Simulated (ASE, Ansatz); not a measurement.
# Forces and charges in generalised stacking fault on (110) of a LiCl-LiBr solid solution (56 atoms)

Aim: energy, forces, charges and density of states of generalised stacking fault on (110) of a LiCl-LiBr solid solution (56 atoms) at a fixed geometry.

Method: Kohn-Sham DFT, PBE, PAW (set soft_2), plane waves, in Ansatz 0.2.0.

## (1) The system as given

The cell holds 56 atoms: 28 Li, 10 Br and 18 Cl. Its edges and angles: a = 7.448 Å, b = 5.266 Å, c = 26.269 Å, α = 90.0°, β = 89.3°, γ = 90.0°. It derives from LiCl and LiBr. Rock-salt LiCl (a = 5.2663 Å), cell with z along [110], 2 x 1 x 7 periods; the third cell vector is tilted by 0.083 of 1/2[1-10] and lengthened by 0.2 Å, so the cell holds one fault; displaced by a Gaussian of 0.01 Å; 10 of 28 Cl sites given to Br at random (lattice constant by Vegard's rule between LiCl and LiBr).

Limits known from the start: The cell is under 6 Å thick along one periodic direction, so every atom has periodic images of itself close by, which move with it and show among its neighbours and in g(r). The host structure and its lattice constant were typed by rule, without a check against the phase diagram.

## (2) Plane-wave single point

The electrons are solved once, with the atoms held.

Contents of input.yaml:

```yaml
crystal:
  lattice:
    - [7.44767, 0.0, 0.0]
    - [0.0, 5.2663, 0.0]
    - [0.31034, 0.0, 26.26686]
  atoms:
    - { symbol: Li, position: [0.96046, 0.00218, 0.992] }
    - { symbol: Br, position: [0.74691, 0.0014, 0.07085] }
    - { symbol: Li, position: [0.99447, 0.99891, 0.14148] }
    - { symbol: Cl, position: [0.73999, 0.00223, 0.21221] }
    - { symbol: Li, position: [0.9891, 0.00101, 0.28303] }
    - { symbol: Cl, position: [0.73439, 0.00063, 0.35393] }
    - { symbol: Li, position: [0.9809, 0.00064, 0.42515] }
    - { symbol: Cl, position: [0.72934, 0.00185, 0.49638] }
    - { symbol: Li, position: [0.97837, 0.00041, 0.56668] }
    - { symbol: Cl, position: [0.72451, 0.00094, 0.63754] }
    - { symbol: Li, position: [0.9718, 0.00077, 0.70841] }
    - { symbol: Cl, position: [0.7177, 0.99799, 0.77951] }
    - { symbol: Li, position: [0.96389, 0.9998, 0.85007] }
    - { symbol: Cl, position: [0.71145, 0.00101, 0.92026] }
    - { symbol: Li, position: [0.4604, 0.00418, 0.99257] }
    - { symbol: Br, position: [0.24795, 0.00428, 0.07067] }
    - { symbol: Li, position: [0.49293, 0.00107, 0.14098] }
    - { symbol: Cl, position: [0.2395, 0.00244, 0.2126] }
    - { symbol: Li, position: [0.4874, 0.00086, 0.28323] }
    - { symbol: Br, position: [0.23408, 0.99656, 0.35332] }
    - { symbol: Li, position: [0.48097, 0.00205, 0.42486] }
    - { symbol: Cl, position: [0.23093, 0.99816, 0.49573] }
    - { symbol: Li, position: [0.47673, 0.00032, 0.5666] }
    - { symbol: Cl, position: [0.22562, 0.00087, 0.63782] }
    - { symbol: Li, position: [0.47177, 0.99943, 0.70851] }
    - { symbol: Cl, position: [0.21755, 0.99911, 0.77891] }
    - { symbol: Li, position: [0.46039, 0.99848, 0.84995] }
    - { symbol: Cl, position: [0.21138, 0.99613, 0.92143] }
    - { symbol: Li, position: [0.24992, 0.5052, 0.07052] }
    - { symbol: Cl, position: [0.99695, 0.4995, 0.14101] }
    - { symbol: Li, position: [0.24158, 0.5011, 0.2122] }
    - { symbol: Cl, position: [0.98825, 0.50118, 0.28328] }
    - { symbol: Li, position: [0.23392, 0.49792, 0.35374] }
    - { symbol: Br, position: [0.97956, 0.49807, 0.42484] }
    - { symbol: Li, position: [0.23119, 0.49838, 0.49532] }
    - { symbol: Cl, position: [0.97605, 0.49676, 0.56652] }
    - { symbol: Li, position: [0.22673, 0.49957, 0.63784] }
    - { symbol: Cl, position: [0.96906, 0.50368, 0.70815] }
    - { symbol: Li, position: [0.21762, 0.50033, 0.77933] }
    - { symbol: Cl, position: [0.96554, 0.49983, 0.85063] }
    - { symbol: Li, position: [0.21001, 0.50126, 0.92124] }
    - { symbol: Cl, position: [0.9602, 0.50093, 0.99157] }
    - { symbol: Li, position: [0.7482, 0.50282, 0.07082] }
    - { symbol: Br, position: [0.49331, 0.50002, 0.14193] }
    - { symbol: Li, position: [0.74108, 0.49862, 0.21185] }
    - { symbol: Br, position: [0.48839, 0.50284, 0.28276] }
    - { symbol: Li, position: [0.73644, 0.49897, 0.3542] }
    - { symbol: Br, position: [0.48043, 0.50279, 0.42484] }
    - { symbol: Li, position: [0.73007, 0.49823, 0.49621] }
    - { symbol: Cl, position: [0.47517, 0.49874, 0.56729] }
    - { symbol: Li, position: [0.72342, 0.49871, 0.6377] }
    - { symbol: Br, position: [0.4703, 0.49958, 0.70849] }
    - { symbol: Li, position: [0.7174, 0.50001, 0.77954] }
    - { symbol: Br, position: [0.46231, 0.50152, 0.85002] }
    - { symbol: Li, position: [0.71054, 0.49745, 0.92088] }
    - { symbol: Br, position: [0.45781, 0.50399, 0.99235] }
kpoints:
  mp_grid: { grid: [2, 3, 1] }
hamiltonian:
  xc: pbe
scf:
  occupations: { method: gaussian, width: 0.025 }
output:
  forces: true
  stress: true
  populations: true
  dos:
    method: { smearing: { sigma: 0.08 } }
    de: 0.1
    projected: { site_lists: { Br: [Br], Cl: [Cl], Li: [Li] } }
  eigenvalues: true
  write_density: true
  write_potential: true
  volumetric_format: npy
```

Command:

```
$ ansatz run input.yaml --threads 8 --pin off --max-ram 15872MiB --backend cpu --events-out ev --progress --plain --runs-dir out
```

Output:

```text
Engine: ansatz 0.2.0, aarch64-unknown-linux-gnu
Pseudopotentials: kind: paw
Pseudopotential: Li, paw, valence charge 3, recommended cutoff 420 eV (normal), Li.paw.azcp
Pseudopotential: Br, paw, valence charge 7, recommended cutoff 420 eV (normal), Br.paw.azcp
Pseudopotential: Cl, paw, valence charge 7, recommended cutoff 420 eV (normal), Cl.paw.azcp
[... 5 lines on functional and potentials left out ...]
Crystal: 56 atoms, lattice volume = 1030.230 Å³
Basis set: ecut = 420 eV, 20197 PW (Γ), exchange–correlation on 100×72×360 points (8 copies of the dense FFT grid, shifted against one another)
Bands: 196, of which v1, the nominal top of the filled ones, is band 140 counted from 1 (139 counted from 0)
Symmetry: 1 space group operations
Space group: P1 (ITA 1), of the structure as read, at distance tolerance 1.0e-4 Å
k-points: 4 of 6 (time reversal used)
[... 7 lines on functional and potentials left out ...]
Initial density: superposition of atomic densities (neutral atoms: chi_scale 0, normalization atom), corrected by the library's trained network
Initial wavefunctions: pseudopotential atomic-orbital guess
Functional: x = pbe(κ = 0.804, μ = 0.219515), c = pbe(β = 0.066725)
SCF iter   1: F=—  HF=-53089.672797 eV  |F-HF|=—  |Δ(HF+E_count)|=         —  Δρ=2.77e-4  dr2=2.50e-3  ethr=1.77e-3  ⟨swp⟩=8.5  Hψ=3725  notcnv=0  defer=124
preconditioner: auto → Resta (q_TF=auto, 2.196 Å⁻¹)  ε∞=2.9  [insulator: Δε(μ)=5.402 eV  Ē_g=12.515 eV  σ=0.025 eV  W_gap=1.00  n_scr=184 (ndim 8)  ℏωp=17.3 eV  f_vac=0.000  D(μ)=0.00/eV (n_scr^D=0)  ε∞_Penn≈2.9]
SCF iter   2: F=—  HF=-53089.668930 eV  |F-HF|=—  |Δ(HF+E_count)|=   3.87e-3  Δρ=2.53e-4  dr2=1.75e-3  ethr=8.94e-7  ⟨swp⟩=3.2  Hψ=1818  notcnv=0  defer=172
SCF iter   3: F=—  HF=-53089.668204 eV  |F-HF|=—  |Δ(HF+E_count)|=   7.26e-4  Δρ=8.56e-5  dr2=3.62e-4  ethr=6.25e-7  ⟨swp⟩=2.0  Hψ=934  notcnv=0  defer=172
SCF iter   4: F=—  HF=-53089.668137 eV  |F-HF|=—  |Δ(HF+E_count)|=   6.68e-5  Δρ=4.62e-5  dr2=5.98e-5  ethr=1.29e-7  ⟨swp⟩=2.2  Hψ=939  notcnv=0  defer=172
SCF iter   5: F=—  HF=-53089.667535 eV  |F-HF|=—  |Δ(HF+E_count)|=   6.01e-4  Δρ=2.61e-5  dr2=1.06e-5  ethr=2.14e-8  ⟨swp⟩=2.0  Hψ=1342  notcnv=0  defer=195
SCF iter   6: F=—  HF=-53089.667533 eV  |F-HF|=—  |Δ(HF+E_count)|=   2.14e-6  Δρ=6.03e-6  dr2=6.72e-7  ethr=3.80e-9  ⟨swp⟩=2.0  Hψ=1002  notcnv=0  defer=195
SCF iter   7: F=-53089.667533 eV  HF=-53089.667533 eV  |F-HF|=3.54e-8  |Δ(HF+E_count)|=   1.33e-7  Δρ=2.00e-6  dr2=6.46e-8  ethr=3.57e-11  ⟨swp⟩=27.2  Hψ=8650  notcnv=0
SCF 1 converged in 7 iterations: F = -53089.667533 eV  dr2 = 6.46e-8
  greatest PAW one-centre occupation: 1.000 electrons in one spin orbital (limit 2), on the Li atom at site 28 (counted from 0), in its partial waves of l = 0
SCF converged after 7 iterations
Free energy (F): -53089.667533 eV
Harris-Foulkes:  -53089.667533 eV  (|F-HF|=3.54e-8)
Internal energy: -53089.667533 eV  (E = F + TS)
E sigma→0 (E₀):  -53089.667533 eV
Fermi energy:    4.788306 eV
--- Per-component energies (eV) ---
  E_band       = -2893.549168
  E_kinetic    = 4863.377073
  E_local      = -9113.126095  (includes V_loc(G=0)·N_el)
  E_nonlocal   = 286.989829
  E_hartree    = 2567.813567
  E_xc         = -4896.047390
  E_vxc        = -3648.232757  (∫ρ·V_xc dr)
  E_paw        = -34923.271455  (= ΣΔE_a)
  E_vpaw       = -418.174471  (= ΣTr[D̂ρ^β])
  E_aug_tail   = 0.002039  (compensation charges beyond the density's cutoff)
  E_ewald      = -11875.405102
  E_smearing   = -0.000000  (= −TS)
  E_closure    = 0.000000  (closes the sum)
  Σ components = -53089.667533   (vs F -53089.667533, Δ=0.00e0)
--- Forces (eV/Å), atoms counted from 1 ---
  atom   1  Li     0.06103093    -0.00369652    -0.21581963
  atom   2  Br    -0.06978138    -0.00054762    -0.20698156
  atom   3  Li    -0.00409156     0.00775755     0.21685703
  atom   4  Cl     0.08238723    -0.01456974     0.02138996
  atom   5  Li    -0.14649254    -0.00045292    -0.14178168
  atom   6  Cl     0.02487229     0.00775168    -0.00950869
  atom   7  Li    -0.11907793    -0.01884143     0.11278472
  atom   8  Cl    -0.00409131    -0.02836335     0.02770313
  atom   9  Li    -0.01296756     0.00018422     0.01506243
  atom  10  Cl     0.02706472    -0.01293449    -0.02250679
  atom  11  Li    -0.01279870    -0.00487644    -0.01043155
  atom  12  Cl     0.05823473     0.03282872    -0.00605409
  atom  13  Li    -0.00739282    -0.00194116     0.00458319
  atom  14  Cl     0.04416338     0.01026092     0.10213827
[...]
atom  55  Li     0.26453896     0.00744579     0.04134152
  atom  56  Br     0.22594246    -0.03296230     0.06385731
  max |Σ_I F_I| component: 1.65e-4 eV/Å
--- Stress (GPa, compression-positive) ---
        0.505109      -0.003222      -0.123910
       -0.003222       0.311349       0.000827
       -0.123910       0.000827       0.157997
  P = ⅓ Tr σ = 0.3248 GPa (3.248 kbar)
--- Band table (eV) ---
  k-point 0: bands = ["-42.2010", "-42.1905", "-42.1797", "-42.1491", [... 180 levels ...], "11.0542", "11.2102", "11.2546", "11.2826", "11.2922", "11.3344", "11.3760", "11.3923", "11.4089", "11.4164", "11.4775", "11.5159"]
[...]
--- Löwdin populations: 56 sites ---
  site symbol       q [e]
     0     Li      2.3299
     1     Br      7.5494
     2     Li      2.3397
[...]
55     Br      7.5490
  spilling = 0.006199 (of n_electrons = 280.000000)
```

Run time: 24 s. Hardware: 8 threads of Arm Neoverse V2, shared host; peak memory 3.1 GiB.

Reading the cycles: dr2 is the Hartree energy of the density residual (eV), the measure of convergence; HF is the Harris–Foulkes estimate of the energy, which meets the free energy F at convergence.

Read from the output:

* free energy: -53089.6675 eV
* free energy per atom: -948.0298 eV/atom
* SCF cycles: 7
* pressure: 0.3248 GPa
* r.m.s. force component: 0.09315 eV/Å
* longest force: 0.2952 eV/Å
* Fermi energy: 4.788 eV
* gap (highest filled to lowest empty level): 5.44 eV
* spilling of the projection: 0.006199

Neighbours are counted within 2.93 Å (Li-Cl), 2.90 Å (Li-Br).

Length of the force by element and coordination:

| element | coordination | atoms | mean length of the force (eV/Å) | spread | least | most |
| --- | --- | --- | --- | --- | --- | --- |
| Br | all | 10 | 0.125 | 0.0863 | 0.0244 | 0.295 |
| Br | 5 | 3 | 0.250 | 0.0327 | 0.218 | 0.295 |
| Br | 6 | 7 | 0.0718 | 0.0253 | 0.0244 | 0.111 |
| Cl | all | 18 | 0.065 | 0.022 | 0.0277 | 0.112 |
| Cl | 5 | 1 | 0.0605 | 0 | 0.0605 | 0.0605 |
| Cl | 6 | 17 | 0.0652 | 0.0227 | 0.0277 | 0.112 |
| Li | all | 28 | 0.180 | 0.0904 | 0.0089 | 0.278 |
| Li | 5 | 4 | 0.231 | 0.0174 | 0.208 | 0.255 |
| Li | 6 | 24 | 0.172 | 0.0948 | 0.0089 | 0.278 |

Löwdin charges by element and coordination (they lack the spilled electrons, 0.031 e an atom on average):

| element | coordination | atoms | mean charge (e) | spread | least | most |
| --- | --- | --- | --- | --- | --- | --- |
| Br | all | 10 | -0.546 | 0.003 | -0.551 | -0.542 |
| Br | 5 | 3 | -0.550 | 8.0e-4 | -0.551 | -0.549 |
| Br | 6 | 7 | -0.544 | 0.0014 | -0.546 | -0.542 |
| Cl | all | 18 | -0.629 | 0.0016 | -0.632 | -0.626 |
| Cl | 5 | 1 | -0.632 | 0 | -0.632 | -0.632 |
| Cl | 6 | 17 | -0.629 | 0.0015 | -0.632 | -0.626 |
| Li | all | 28 | 0.661 | 0.0147 | 0.628 | 0.686 |
| Li | 5 | 4 | 0.650 | 0.0115 | 0.640 | 0.670 |
| Li | 6 | 24 | 0.663 | 0.0144 | 0.628 | 0.686 |

States in the cell by windows of 1 eV, zero at the Fermi level; the larger projections on atomic orbitals stand beside the total:

| from (eV) | to (eV) | total | Cl p | Br p | Li s |
| --- | --- | --- | --- | --- | --- |
| -10 | -6 | 0.0 | 0.0 | 0.0 | 0.0 |
| -6 | -5 | 42.7 | 24.6 | 14.1 | 3.4 |
| -5 | -4 | 49.9 | 34.0 | 13.2 | 1.6 |
| -4 | -3 | 70.5 | 43.3 | 26.2 | 0.3 |
| -3 | -2 | 4.9 | 1.4 | 3.5 | 0.0 |
| -2 | 2 | 0.0 | 0.0 | 0.0 | 0.0 |
| 2 | 3 | 0.3 | 0.0 | 0.0 | 0.2 |
| 3 | 4 | 9.5 | 0.3 | 0.2 | 3.3 |
| 4 | 5 | 36.2 | 0.8 | 0.5 | 13.4 |

The curve was stored every 0.10 eV, coarse against its broadening of 0.08 eV, so these counts are rough.

Between -26 and -10 eV lie 56 more states.

The levels nearest the highest filled one (over half full), pooled over k-points and spins:

| level less the highest filled one (eV) | occupation |
| --- | --- |
| -0.260 | 2 |
| -0.223 | 2 |
| -0.171 | 2 |
| -0.167 | 2 |
| -0.118 | 2 |
| 0 | 2 |
| 5.44 | 0 |
| 5.86 | 0 |
| 5.93 | 0 |
| 6.19 | 0 |
| 6.23 | 0 |
| 6.26 | 0 |

Valence density in the ca plane at fractional y = 0.000, with atoms of Li and Br and Cl within 0.2 Å of it. It is the smooth field of the valence electrons, not physical close to the nuclei.

Ten steps, logarithmic in the rise over the least value, from '0' (0.0 e/Å³) to '9' (7.8 e/Å³), each cell a mean:
```
04995000000389600000038970000001898200000179
01552012210155201111015640011100575101110047
21000234432100013443210101234321111123332102
31001356654200135665420002456542000245654200
42002466565200146656531013566653101356665310
42002465465200146536531013663663101356266310
31001356664200135666420013566653101356665310
21001245543100024554310002455542000245654200
11331112221023112232101211233321010123332101
04884000000388500000027850001000575101110047
04995000000389600000038970000001898200000169
11552012210156301111015640011100576101110047
21001234432100013443210101233321121123332102
32001356654200135665420002456542000245654200
42002465565200146656531013566653101356665310
42002465565200146636531013663663101356366410
42001356664200135666420013566653101356665310
21001245543100024554310002455532000235654210
11331112221033111222102311233321121123332101
04884000000388500000027850001000576101110047
```
Columns run along c (16.0 Å, from fractional 0.39 to 1.00 of the cell), rows up along a (7.4 Å). Atoms in or near the plane, at fractional coordinates: Li at (0.99, 0.96), Li at (0.43, 0.98), Cl at (0.50, 0.73), Li at (0.57, 0.98), Cl at (0.64, 0.72), Li at (0.71, 0.97), Cl at (0.78, 0.72), Li at (0.85, 0.96), Cl at (0.92, 0.71), Li at (0.99, 0.46), Li at (0.42, 0.48), Cl at (0.50, 0.23), Li at (0.57, 0.48), Cl at (0.64, 0.23) and more.

Electrostatic potential energy in the ca plane at fractional y = 0.000, with atoms of Li and Br and Cl within 0.2 Å of it. With pseudopotentials it is smooth inside the atoms' cores, unlike the true potential.

Values in eV, 11 rows by 16 columns, each cell a mean:
```
-10   6   5 -13  -4   7   4 -18   1   7  -1 -20   5   7  -9 -13
  2 -14 -12   4   4  -9   1   4   3  -8   4   3   1  -4   4   3
  5 -43 -39   6   3 -44 -15   7  -7 -46  -2   7 -19 -39   5   6
  6 -25 -23   5   4 -27  -6   6  -2 -33   1   6 -12 -30   5   6
  3   5   4  -5   0   5   4  -6   4   4   3  -3   4   3   1   0
-10   7   6 -21  -8   7   3 -26   0   7  -3 -25   5   7 -12 -17
 -4   1   2  -2   2   4   4  -5   3   3   2  -6   5   5  -2  -4
  4 -34 -30   6   4 -30  -8   6  -7 -42  -1   6 -10 -23   5   6
  6 -40 -37   6   3 -43 -15   7 -15 -54  -7   7 -21 -41   5   6
  5  -4  -4   3   4  -6   2   3   1 -19   3   4  -1  -9   5   5
 -3   7   6 -16  -6   7   4 -20   1   6  -1 -16   5   7  -7 -10
```
Columns run along c (16.0 Å, from fractional 0.00 to 0.61 of the cell; values clipped at the 3rd and 97th percentile), rows up along a (7.4 Å). Atoms in or near the plane, at fractional coordinates: Br at (0.07, 0.75), Li at (0.14, 0.99), Cl at (0.21, 0.74), Li at (0.28, 0.99), Cl at (0.35, 0.73), Li at (0.43, 0.98), Cl at (0.50, 0.73), Li at (0.57, 0.98), Br at (0.07, 0.25), Li at (0.14, 0.49), Cl at (0.21, 0.24), Li at (0.28, 0.49), Br at (0.35, 0.23), Li at (0.42, 0.48) and more.

Mean Löwdin charges: Br -0.55, Cl -0.63, Li +0.66 e (they miss 0.62 % of the electrons, so they add up to more than the cell's charge).

(Continued in part 2 of 2.)

[Long decimals in the printed logs are rounded to 6 places.]

[Logs are printed without paths, hosts, clocks, repeated set-up lines and the standing remarks that a program may print on its own settings, such as how far it seeks lower states.]

[Hosts, paths, dates, database ids (printed as entryN), source tags and the programs' standing remarks are cut or masked in the printed files.]
